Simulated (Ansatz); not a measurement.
Predict the output of the script below (the Python package of Ansatz (0.2.0)).

`batio3.xyz`
```text
5
Lattice="3.9998 0.0 0.0 0.0 3.9998 0.0 0.0 0.0 4.018" Properties=species:S:1:pos:R:3 pbc="T T T"
Ba    0.00000000    0.00000000    0.00000000
Ti    1.99990000    1.99990000    1.96882000
O     1.99990000    1.99990000    0.07634200
O     1.99990000    0.00000000    2.07730600
O     0.00000000    1.99990000    2.07730600
```

`batio3_dfpt.py`
```python
'''Zone-centre and zone-boundary phonons of BaTiO3 by linear response.'''

from pathlib import Path

import ansatz
import numpy as np

FUNCTIONAL = 'pbesol'
CUTOFF_EV = 470
FILLING = 'Fermi-Dirac'
WIDTH_EV = 0.02
MESH = (4, 4, 4)


def main() -> None:
    xtal = ansatz.Crystal.from_extxyz('batio3.xyz')

    base = (
        xtal.calculation()
        .functional(FUNCTIONAL)
        .pseudopotentials('paw')
        .basis(CUTOFF_EV)
        .occupations(FILLING, width=WIDTH_EV)
        .kpoints(*MESH)
        .phonons('dfpt', points=[(0, 0, 0), (0, 0, 0.5), (0.5, 0.5, 0.5)])
    )
    res = base.run(threads=1, backend='cpu', runs_dir='runs')
    ph = res.phonons

    for q in ph.qpoints:
        print('q =', np.round(q.q_frac, 3), '1/cm:', ' '.join(f'{w:.1f}' for w in q.omega_inv_cm))


if __name__ == '__main__':
    main()
```

```console
$ python batio3_dfpt.py
RunWarning: eigensolver did not converge (k=14): 1 band(s) unlocked after 20 sweeps at ethr=1.00e-12 eV (lowest unlocked band 24, counted from 0; max residual 1.70e-5 eV among the unlocked bands, [...]
q = [0. 0. 0.] 1/cm: -236.5 -236.5 -0.0 0.0 0.0 155.2 163.1 163.1 190.9 272.7 272.7 281.8 450.5 450.5 469.9
q = [0.  0.  0.5] 1/cm: -204.1 -204.1 102.5 102.5 144.6 185.9 185.9 248.8 313.6 324.6 324.6 419.0 419.0 492.5 679.2
q = [0.5 0.5 0.5] 1/cm: 124.2 126.0 126.0 172.8 172.8 175.9 277.4 315.3 380.1 380.1 411.5 411.5 414.4 475.8 728.6
```
(Warnings from the package without file and line, shortened.)

Notes:
- The run is spin-unpolarised.
- The cell isn't relaxed first, so the values belong to this volume.
- A negative frequency stands for an imaginary mode.
- Of the deposited cell: the entry's cell lengths or inner coordinates differ somewhat from later room-temperature determinations.
- No non-analytic term is added, so at the zone centre the longitudinal optical modes of a polar crystal aren't split off.
- The starting cell is as deposited in a crystallographic database; the results hold for this polymorph, which needn't be the stable one.
- The structure is taken as given; imaginary modes can come from an unrelaxed or unstable start.
- Run time: 2.5 min on 1 thread of Arm Neoverse V1 (shared host), peak memory 0.6 GiB.
